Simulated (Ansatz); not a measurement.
Computed with Ansatz on PBE0-D4/def2-TZVP structures; ΔE is electronic, products minus reactants. CCSD(T)/CBS adds triple-zeta CCSD(T) − MP2 to the extrapolated MP2 energy (def2 sets, frozen cores). This one scheme is used for every species, atoms too. DFT in def2-TZVPP. Open shells (•) are unrestricted, without spin–orbit coupling. Bonds to Li are less sure, by a few kJ/mol each and by 10 to 20 or more in all where they break to atoms, as the def2 sets lack core-valence functions.

Consider the hydrogen abstraction from a Li–H bond: `[LiH]` + `F[C](F)F`• → Li• + `FC(F)F`.

`[LiH]`:

Z-matrix (Å, degrees):
```
Li
H 1 1.598
```

`F[C](F)F`•:

Z-matrix (Å, degrees):
```
C
F 1 1.313
F 1 1.313 2 111.4
F 1 1.313 2 111.4 3 125.1
```

`FC(F)F`:

Z-matrix (Å, degrees):
```
C
F 1 1.331
F 1 1.331 2 108.5
F 1 1.331 2 108.5 3 -117.7
H 1 1.093 2 110.4 3 121.1
```

```tsv
level	ΔE (kJ/mol)
B2PLYP	-228.8
CAM-B3LYP	-218.7
HF/def2-TZVPP	-231.5
SCS-MP2/def2-TZVPP	-252.5
```

Task: What does CCSD(T)/CBS give? (Best estimate.)

Result: Computed: -232.5 kJ/mol. The listed levels differ from it by 3.7, 13.8, 1.0, -20.0 kJ/mol.

Largest T1 diagnostic among the species: 0.014.

In def2-TZVPP, CCSD(T) changes the Hartree–Fock value by −7.3 kJ/mol (the triples alone add −1.2 kJ/mol) and MP2 by −24.1 kJ/mol. From BLYP to BHLYP (50 % exact exchange), in def2-TZVPP and without D4, ΔE moves by −17.0 kJ/mol.

CCSD(T)/CBS has its own doubt, a few kJ/mol and more with outer-core shells, so smaller differences from it don't rank the levels.
